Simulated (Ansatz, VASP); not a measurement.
## Ge in VASP and in Ansatz

INCAR

```
PREC = Accurate
ENCUT = 520
EDIFF = 1E-6
ISMEAR = -1
SIGMA = 0.05
LREAL = False
LASPH = True
NELM = 100
ALGO = Normal
ISIF = 2
LWAVE = False
LCHARG = False
GGA = RP
NBANDS = 21
```

File KPOINTS:

```
Automatic mesh
0
Gamma
  9 9 9
```

The input POSCAR:

```
Ge
1.0
    0.0000000000      2.9515440798      2.9515440798
    2.9515440798      0.0000000000      2.9515440798
    2.9515440798      2.9515440798      0.0000000000
Ge
2
Direct
    0.5000000000      0.5000000000      0.5000000000
    0.7500000000      0.7500000000      0.7500000000
```

Input for Ansatz:

```yaml
crystal:
  lattice:
    - [0.0, 2.9515440798, 2.9515440798]
    - [2.9515440798, 0.0, 2.9515440798]
    - [2.9515440798, 2.9515440798, 0.0]
  atoms:
    - { symbol: Ge, position: [0.5, 0.5, 0.5] }
    - { symbol: Ge, position: [0.75, 0.75, 0.75] }
hamiltonian:
  xc: rpbe
  pseudopotentials:
    kind: paw
    azcp:
      Ge: "pseudopotentials/Ge.paw.azcp"
basis:
  ecutwfc: 420
  fft_grid_basis: typed
kpoints:
  mp_grid: { grid: [9, 9, 9], shift: [0, 0, 0] }
magnetization:
  spin_polarized: false
scf:
  occupations: { method: fermi_dirac, width: 0.05 }
output:
  stress: true
```

Alike in both runs: task single point; functional RPBE; k mesh 9 × 9 × 9; occupations fermi-dirac, width 0.05 eV; no spin polarisation.

|  | VASP | Ansatz |
| --- | --- | --- |
| version | VASP 6.6.1 | Ansatz 0.2.0 |
| potentials or method | VASP PAW PBE potentials, release 64 (Ge_d) | plane waves (420 eV) with PAW, scalar-relativistic |
| plane-wave cutoff (eV) | 520 | 420 |
| valence electrons in the cell | 28 | 28 |

Ansatz gave:

```
pressure (GPa) : -2.1
```

Problem. What did VASP give for the same quantities?

Solution. Pressure (GPa): -2.2.

Caveats: the PAW data sets were made with another functional, which shifts forces and pressure a little (VASP).
